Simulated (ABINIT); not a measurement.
# MoS2 (P-3m1) in ABINIT: further runs

Aim: see how the results for MoS2 move with the level of theory and the settings. Levels: PBE, PBEsol. Tasks: single point.

All numbers are computed with ABINIT 10.8.3 (patched build); they aren't measurements. Logs are shortened: lines on timing, memory, paths and dates and some standing lists are left out, and cuts for length are marked. The log counts tension as positive stress, the text compression.

## (1) The structure

Symmetry: P-3m1, No. 164, trigonal system. Conventional cell: a = 3.227 Å, b = 3.227 Å, c = 6.312 Å, α = 90.00°, β = 90.00°, γ = 120.00°. Mo (site symmetry -3m) has 6 S at 2.42 Å as nearest neighbours. S (site symmetry 3m) is surrounded by 3 Mo at 2.42 Å.

Measurements of this composition are mostly on another form, of space group No. 194.

## (2) Single point, PBE

The input, run.abi:

```
# Pseudopotentials
pp_dirpath "./"
pseudos "Mo.GGA_PBE-JTH.xml, S.GGA_PBE-JTH.xml"

# Structure
acell 3*1.0 Angstrom
rprim
     3.2274645616     0.0000000000     0.0000000000
    -1.6137322808     2.7950663001     0.0000000000
     0.0000000000     0.0000000000     6.3124734200
ntypat 2
znucl 42 16
natom 3
typat 1 2 2
xred
     0.0000000000     0.0000000000     0.5000000000
     0.6666666667     0.3333333333     0.7446806800
     0.3333333333     0.6666666667     0.2553193200

# Plane-wave basis
ecut 20.0
pawecutdg 40.0

# k points
kptopt 1
ngkpt 12 12 5
nshiftk 1
shiftk 0.0 0.0 0.0

# Exchange and correlation
ixc 11

# Bands and occupations
nband 17
occopt 3
tsmear 0.00183747

# SCF cycle
nstep 100
tolvrs 1.0e-9

# Output
iomode 3
prtwf 0
prtden 0
prteig 0
prtebands 0
enunit 1
```

Potentials or basis: JTH PAW PBE v2.0.

On the command line:

```sh
> abinit run.abi > log 2>&1
```

run.abo:

```text
.Version 10.8.3 of ABINIT
 Symmetries : space group P-3 m 1 (#164); Bravais hP (primitive hexag.)
================================================================================
 Values of the parameters that define the memory need of the present run
     intxc =       0    ionmov =       0      iscf =      17    lmnmax =      18
     lnmax =       6     mgfft =      50  mpssoang =       3    mqgrid =    3397
     natom =       3  nloc_mem =       2    nspden =       1   nspinor =       1
    nsppol =       1      nsym =      12    n1xccc =       1    ntypat =       2
    occopt =       3   xclevel =       2
       mpw =        1661          nfft =       36450          nkpt =          81
 PAW method is used; the additional fine FFT grid is defined by:
   mgfftf=        72    nfftf =     93312
================================================================================
================================================================================

--------------------------------------------------------------------------------
------------- Echo of variables that govern the present computation ------------
--------------------------------------------------------------------------------
 -outvars: echo values of preprocessed input variables --------
            acell      1.8897261259E+00  1.8897261259E+00  1.8897261259E+00 Bohr
              amu      9.59400000E+01  3.20660000E+01
             ecut      2.00000000E+01 Hartree
           enunit           1
                       outvar_i_n : Printing only first  50 k-points.
              ixc          11
                       outvar_i_n : Printing only first  50 k-points.
         kptrlatt       12    0    0      0   12    0      0    0    5
          kptrlen      5.96442297E+01
            natom           3
            nband          17
            ngfft          27      27      50
          ngfftdg          36      36      72
             nkpt          81
            nstep         100
             nsym          12
           ntypat           2
                       prtocc : prtvol=0, do not print more k-points.
           occopt           3
        pawecutdg      4.00000000E+01 Hartree
         pawxcdev           0
           prtden           0
        prtebands           0
           prteig           0
            prtwf           0
            rprim      3.2274645616E+00  0.0000000000E+00  0.0000000000E+00
                      -1.6137322808E+00  2.7950663001E+00  0.0000000000E+00
                       0.0000000000E+00  0.0000000000E+00  6.3124734200E+00
          spgroup         164
           tolvrs      1.00000000E-09
           tsmear      1.83747000E-03 Hartree
            typat      1  2  2
           useylm           1
                       outvars : Printing only first  50 k-points.
           xangst      0.0000000000E+00  0.0000000000E+00  3.1562367100E+00
                       1.6137322808E+00  9.3168876670E-01  4.7007769989E+00
                      -1.4735396781E-17  1.8633775334E+00  1.6116964211E+00
            xcart      0.0000000000E+00  0.0000000000E+00  5.9644229704E+00
                       3.0495120512E+00  1.7606366036E+00  8.8831811069E+00
                      -2.7845864272E-17  3.5212732073E+00  3.0456648340E+00
             xred      0.0000000000E+00  0.0000000000E+00  5.0000000000E-01
                       6.6666666667E-01  3.3333333333E-01  7.4468068000E-01
                       3.3333333333E-01  6.6666666667E-01  2.5531932000E-01
            znucl       42.00000   16.00000

================================================================================

 chkinp: Checking input parameters for consistency.

================================================================================
== DATASET  1 ==================================================================

--- !DatasetInfo
iteration_state: {dtset: 1, }
dimensions: {natom: 3, nkpt: 81, mband: 17, nsppol: 1, nspinor: 1, nspden: 1, mpw: 1661, }
cutoff_energies: {ecut:  20.0, pawecutdg:  40.0, }
electrons: {nelect:   2.60000000E+01, charge:   0.00000000E+00, occopt:   3.00000000E+00, tsmear:   1.83747000E-03, }
meta: {optdriver: 0, ionmov: 0, optcell: 0, iscf: 17, paral_kgb: 0, }
...

 Exchange-correlation functional for the present dataset will be:
  GGA: Perdew-Burke-Ernzerhof functional - ixc=11
  J.P.Perdew, K.Burke, M.Ernzerhof, PRL 77, 3865 (1996)

 Real(R)+Recip(G) space primitive vectors, cartesian coordinates (Bohr,Bohr^-1):
 R(1)=  6.0990241  0.0000000  0.0000000  G(1)=  0.1639607  0.0946627  0.0000000
 R(2)= -3.0495121  5.2819098  0.0000000  G(2)=  0.0000000  0.1893255  0.0000000
 R(3)=  0.0000000  0.0000000 11.9288459  G(3)=  0.0000000  0.0000000  0.0838304
 Unit cell volume ucvol=  3.8428175E+02 bohr^3
 Angles (23,13,12)=  9.00000000E+01  9.00000000E+01  1.20000000E+02 degrees

 Coarse grid specifications (used for wave-functions):

 getcut: wavevector=  0.0000  0.0000  0.0000  ngfft=  27  27  50
         ecut(hartree)=     20.000   => boxcut(ratio)=   2.08205

 Fine grid specifications (used for densities):

 getcut: wavevector=  0.0000  0.0000  0.0000  ngfft=  36  36  72
         ecut(hartree)=     40.000   => boxcut(ratio)=   2.07323

--- Pseudopotential description ------------------------------------------------
- pspini: atom type   1  psp file is ./Mo.GGA_PBE-JTH.xml
 Pseudopotential format is: paw10
 basis_size (lnmax)=  6 (lmn_size= 18), orbitals=   0   0   1   1   2   2
 Spheres core radius: rc_sph= 2.20740211
 Shapefunction is SIN type: shapef(r)=[sin(pi*r/rshp)/(pi*r/rshp)]**2
 Radius for shape functions =  1.91008465
 Compensation charge density is not taken into account in XC energy/potential

- pspini: atom type   2  psp file is ./S.GGA_PBE-JTH.xml
 Pseudopotential format is: paw10
 basis_size (lnmax)=  4 (lmn_size=  8), orbitals=   0   0   1   1
 Spheres core radius: rc_sph= 1.90380259
 Shapefunction is SIN type: shapef(r)=[sin(pi*r/rshp)/(pi*r/rshp)]**2
 Radius for shape functions =  1.40128485
 Compensation charge density is not taken into account in XC energy/potential

   8.88596673E+02                                ecore*ucvol(ha*bohr**3)
--------------------------------------------------------------------------------

================================================================================

--- !BeginCycle
iteration_state: {dtset: 1, }
solver: {iscf: 17, nstep: 100, nline: 4, wfoptalg: 10, }
tolerances: {tolvrs: 1.00E-09, }
...

     iter   Etot(hartree)      deltaE(h)  residm     nres2
 ETOT  1  -89.326422900278    -8.933E+01 8.772E-01 1.536E+01
 ETOT  2  -89.583093910221    -2.567E-01 8.640E-02 9.027E+00
 ETOT  3  -89.560105103141     2.299E-02 1.446E-02 1.010E+00
 ETOT  4  -89.559465322091     6.398E-04 3.164E-03 7.589E-02
 ETOT  5  -89.559434260626     3.106E-05 1.756E-04 2.462E-02
 ETOT  6  -89.559351726546     8.253E-05 3.658E-04 2.276E-03
 ETOT  7  -89.559354318586    -2.592E-06 6.969E-05 4.992E-04
 ETOT  8  -89.559355639473    -1.321E-06 6.246E-05 3.562E-05
 ETOT  9  -89.559355903935    -2.645E-07 1.308E-05 4.058E-06
 ETOT 10  -89.559355944382    -4.045E-08 1.649E-05 3.188E-07
 ETOT 11  -89.559355946665    -2.284E-09 4.883E-06 7.421E-08
 ETOT 12  -89.559355947235    -5.692E-10 7.395E-06 2.114E-09
 ETOT 13  -89.559355947294    -5.886E-11 2.178E-06 3.210E-10

 At SCF step   13       nres2   =  3.21E-10 < tolvrs=  1.00E-09 =>converged.

 Cartesian components of stress tensor (hartree/bohr^3)
  sigma(1 1)= -9.05687400E-06  sigma(3 2)=  0.00000000E+00
  sigma(2 2)= -9.05687375E-06  sigma(3 1)=  0.00000000E+00
  sigma(3 3)= -9.62834051E-05  sigma(2 1)=  0.00000000E+00

--- !ResultsGS
iteration_state: {dtset: 1, }
comment   : Summary of ground state results
lattice_vectors:
- [  6.0990241,   0.0000000,   0.0000000, ]
- [ -3.0495121,   5.2819098,   0.0000000, ]
- [  0.0000000,   0.0000000,  11.9288459, ]
lattice_lengths: [   6.09902,    6.09902,   11.92885, ]
lattice_angles: [ 90.000,  90.000, 120.000, ] # degrees, (23, 13, 12)
lattice_volume:   3.8428175E+02
convergence: {deltae: -5.886E-11, res2:  3.210E-10, residm:  2.178E-06, diffor: null, }
etotal    :  -8.95593559E+01
entropy   :   0.00000000E+00
fermie    :   2.84086054E-01
cartesian_stress_tensor: # hartree/bohr^3
- [ -9.05687400E-06,   0.00000000E+00,   0.00000000E+00, ]
- [  0.00000000E+00,  -9.05687375E-06,   0.00000000E+00, ]
- [  0.00000000E+00,   0.00000000E+00,  -9.62834051E-05, ]
pressure_GPa:   1.1219E+00
xred      :
- [  0.0000E+00,   0.0000E+00,   5.0000E-01, Mo]
- [  6.6667E-01,   3.3333E-01,   7.4468E-01,  S]
- [  3.3333E-01,   6.6667E-01,   2.5532E-01,  S]
cartesian_forces: # hartree/bohr
- [  1.76595152E-28,   5.09786293E-28,  -0.00000000E+00, ]
- [  3.53190304E-28,   8.15658069E-28,   5.35275915E-03, ]
- [ -5.29785456E-28,  -1.32544436E-27,  -5.35275915E-03, ]
force_length_stats: {min:   5.39507101E-28, max:   5.35275915E-03, mean:   3.56850610E-03, }
...

 Integrated electronic density in atomic spheres:
 ------------------------------------------------
 Atom  Sphere_radius  Integrated_density
    1        2.20740         11.22044126
    2        1.90380          3.56807160
    3        1.90380          3.56807160

================================================================================

 ----iterations are completed or convergence reached----

 Mean square residual over all n,k,spin=   28.356E-10; max=  21.783E-07
 reduced coordinates (array xred) for    3 atoms
       0.000000000000      0.000000000000      0.500000000000
       0.666666666667      0.333333333333      0.744680680000
       0.333333333333      0.666666666667      0.255319320000
 rms dE/dt=  3.0100E-02; max dE/dt=  6.3852E-02; dE/dt below (all hartree)
    1       0.000000000000      0.000000000000      0.000000000000
    2      -0.000000000000     -0.000000000000     -0.063852239235
    3       0.000000000000      0.000000000000      0.063852239235

 cartesian coordinates (angstrom) at end:
    1      0.00000000000000     0.00000000000000     3.15623671000000
    2      1.61373228080000     0.93168876670000     4.70077699888753
    3     -0.00000000000000     1.86337753340000     1.61169642111247

 cartesian forces (hartree/bohr) at end:
    1      0.00000000000000     0.00000000000000    -0.00000000000000
    2      0.00000000000000     0.00000000000000     0.00535275914799
    3     -0.00000000000000    -0.00000000000000    -0.00535275914799
 frms,max,avg= 2.5233149E-03 5.3527591E-03   0.000E+00  0.000E+00  0.000E+00 h/b

 cartesian forces (eV/Angstrom) at end:
    1      0.00000000000000     0.00000000000000    -0.00000000000000
    2      0.00000000000000     0.00000000000000     0.27524994227920
    3     -0.00000000000000    -0.00000000000000    -0.27524994227920
 frms,max,avg= 1.2975407E-01 2.7524994E-01   0.000E+00  0.000E+00  0.000E+00 e/A
 length scales=  1.889726125908  1.889726125908  1.889726125908 bohr
              =  1.000000000000  1.000000000000  1.000000000000 angstroms
 Fermi (or HOMO) energy (eV) =   7.73038   Average Vxc (eV)= -10.40175
 Eigenvalues (   eV  ) for nkpt=  81  k points:
 kpt#   1, nband= 17, wtk=  0.00139, kpt=  0.0000  0.0000  0.0000 (reduced coord)
 -54.09785  -28.11592  -28.09497  -28.09497   -7.13597   -5.69277    1.05250    3.68699
   3.68699    5.86844    6.65280    6.76093    6.76093    7.38576    7.38576   10.89242
  10.89242
 prteigrs : prtvol=0 or 1, do not print more k-points.

--- !EnergyTerms
iteration_state     : {dtset: 1, }
comment             : Components of total free energy in Hartree
kinetic             :  1.85455126243692E+01
hartree             :  3.03622543079229E+01
xc                  : -1.12439968146864E+01
Ewald energy        : -5.70820386251232E+01
psp_core            :  2.31235719899446E+00
local_psp           : -8.51630380292502E+01
PAW spherical_terms :  1.27100331444857E+01
internal            : -8.95589161932875E+01
'-kT*entropy'       : -4.40194100779724E-04
total_energy        : -8.95593563873883E+01
total_energy_eV     : -2.43703423859869E+03
...

--- !EnergyTermsDC
iteration_state     : {dtset: 1, }
comment             : '"Double-counting" decomposition of free energy'
band_energy         : -8.91266763351492E+00
Ewald energy        : -5.70820386251232E+01
psp_core            :  2.31235719899446E+00
xc_dc               : -2.89909892044047E+01
PAW spherical_terms :  3.11442251085552E+00
internal            : -8.95589157531928E+01
'-kT*entropy'       : -4.40194100779724E-04
total_energy_dc     : -8.95593559472936E+01
total_energy_dc_eV  : -2.43703422662310E+03
...

--- !EnergyTermsWithPAWCore
iteration_state     : {dtset: 1, }
comment             : 'Components of total free energy, including PAW core contributions'
Total energy        : -4.84747967817893E+03
Total energy DC     : -4.84747967773883E+03
Total energy (eV)   : -1.31906641842470E+05
Total energy DC (eV): -1.31906641830495E+05
...

 Cartesian components of stress tensor (hartree/bohr^3)
  sigma(1 1)= -9.05687400E-06  sigma(3 2)=  0.00000000E+00
  sigma(2 2)= -9.05687375E-06  sigma(3 1)=  0.00000000E+00
  sigma(3 3)= -9.62834051E-05  sigma(2 1)=  0.00000000E+00

-Cartesian components of stress tensor (GPa)         [Pressure=  1.1219E+00 GPa]
- sigma(1 1)= -2.66462433E-01  sigma(3 2)=  0.00000000E+00
- sigma(2 2)= -2.66462425E-01  sigma(3 1)=  0.00000000E+00
- sigma(3 3)= -2.83275558E+00  sigma(2 1)=  0.00000000E+00

== END DATASET(S) ==============================================================
================================================================================

 -outvars: echo values of variables after computation  --------
            acell      1.8897261259E+00  1.8897261259E+00  1.8897261259E+00 Bohr
           etotal     -8.9559355947E+01
            fcart      1.7659515214E-28  5.0978629313E-28 -0.0000000000E+00
                       3.5319030427E-28  8.1565806900E-28  5.3527591480E-03
                      -5.2978545641E-28 -1.3254443621E-27 -5.3527591480E-03
            rprim      3.2274645616E+00  0.0000000000E+00  0.0000000000E+00
                      -1.6137322808E+00  2.7950663001E+00  0.0000000000E+00
                       0.0000000000E+00  0.0000000000E+00  6.3124734200E+00
           strten     -9.0568740036E-06 -9.0568737473E-06 -9.6283405086E-05
                       0.0000000000E+00  0.0000000000E+00  0.0000000000E+00
           xangst      0.0000000000E+00  0.0000000000E+00  3.1562367100E+00
                       1.6137322808E+00  9.3168876670E-01  4.7007769989E+00
                      -1.4735396781E-17  1.8633775334E+00  1.6116964211E+00
             xred      0.0000000000E+00  0.0000000000E+00  5.0000000000E-01
                       6.6666666667E-01  3.3333333333E-01  7.4468068000E-01
                       3.3333333333E-01  6.6666666667E-01  2.5531932000E-01
 Calculation completed.
```

It took 86 s on 1 thread of Arm Neoverse V1, shared host; peak memory 0.17 GiB.

What came out:

```yaml
Free_energy: -2437.0342 eV
Pressure: 1.1 GPa
Largest_force: 0.275 eV/Å
Band_gap_on_the_k_mesh: none (metal or under the smearing width)
Valence_electrons_inside_the_program's_atomic_spheres: Mo 11.22; S 3.57
```

Forces in eV/Å, atoms in the order of the input:
```
Mo   0.000  0.000  0.000
S    0.000  0.000  0.275
S    0.000  0.000 -0.275
```

Stress tensor (GPa, compression positive):
```
0.27 0.00 0.00
0.00 0.27 0.00
0.00 0.00 2.83
```

Levels at points of the mesh, in eV from the Fermi level:
| k point | band 10 | band 11 | band 12 | band 13 | band 14 | band 15 | band 16 | band 17 |
| --- | --- | --- | --- | --- | --- | --- | --- | --- |
| (0.00, 0.00, 0.00) | -1.86 | -1.08 | -0.97 | -0.97 | -0.34 | -0.34 | 3.16 | 3.16 |
| (0.50, 0.00, 0.00) | -4.11 | -3.21 | -1.79 | -1.74 | 0.91 | 1.69 | 3.60 | 3.80 |

Caveat: this functional lacks dispersion, which binds the layers, so the pressure and a relaxed spacing across them are unreliable.

## (3) Single point, PBEsol

The input, run.abi:

```
pp_dirpath "./"
pseudos "Mo.GGA_PBE-JTH.xml, S.GGA_PBE-JTH.xml"

acell 6.0990240984 6.0990240983 11.9288459328
rprim
     1.0000000000     0.0000000000     0.0000000000
    -0.5000000000     0.8660254038     0.0000000000
     0.0000000000     0.0000000000     1.0000000000
ntypat 2
znucl 42 16
natom 3
typat 1 2 2
xred
     0.0000000000     0.0000000000     0.5000000000
     0.6666666667     0.3333333333     0.7446806800
     0.3333333333     0.6666666667     0.2553193200

ecut 20.0
pawecutdg 40.0

kptopt 1
ngkpt 12 12 5
nshiftk 1
shiftk 0.0 0.0 0.0

ixc -116133

nband 17
occopt 3
tsmear 0.05 eV

nstep 100
tolvrs 1.0e-9

iomode 3
prtwf 0
prtden 0
prteig 0
prtebands 0
enunit 2
```

Potentials or basis: JTH PAW PBE v2.0.

On the command line:

```sh
> abinit run.abi > log 2>&1
```

Run time: 93 s. Hardware: 1 thread of Arm Neoverse V1, shared host; peak memory 0.17 GiB.

Results (log left out):

* Free energy: -2436.0627 eV
* Pressure: -3.2 GPa
* Largest force: 0.042 eV/Å
* Band gap on the k mesh: none (metal or under the smearing width)
* Valence electrons inside the program's atomic spheres: Mo 11.22; S 3.55

Forces on the atoms (eV/Å):
```
Mo   0.000  0.000  0.000
S    0.000  0.000  0.042
S    0.000  0.000 -0.042
```

Stress tensor (GPa, compression positive):
```
-4.41  0.00  0.00
 0.00 -4.41  0.00
 0.00  0.00 -0.88
```

Levels at points of the mesh, in eV from the Fermi level:
| k point | band 9 | band 10 | band 11 | band 12 | band 13 | band 14 | band 15 | band 16 | band 17 |
| --- | --- | --- | --- | --- | --- | --- | --- | --- | --- |
| (0.00, 0.00, 0.00) | -4.05 | -1.84 | -1.11 | -0.98 | -0.98 | -0.32 | -0.32 | 3.18 | 3.18 |
| (0.50, 0.00, 0.00) | -4.77 | -4.11 | -3.21 | -1.78 | -1.75 | 0.92 | 1.69 | 3.62 | 3.74 |

Caveat: the PAW data sets were made with another functional, which shifts forces and pressure a little; this functional lacks dispersion, which binds the layers, so the pressure and a relaxed spacing across them are unreliable.
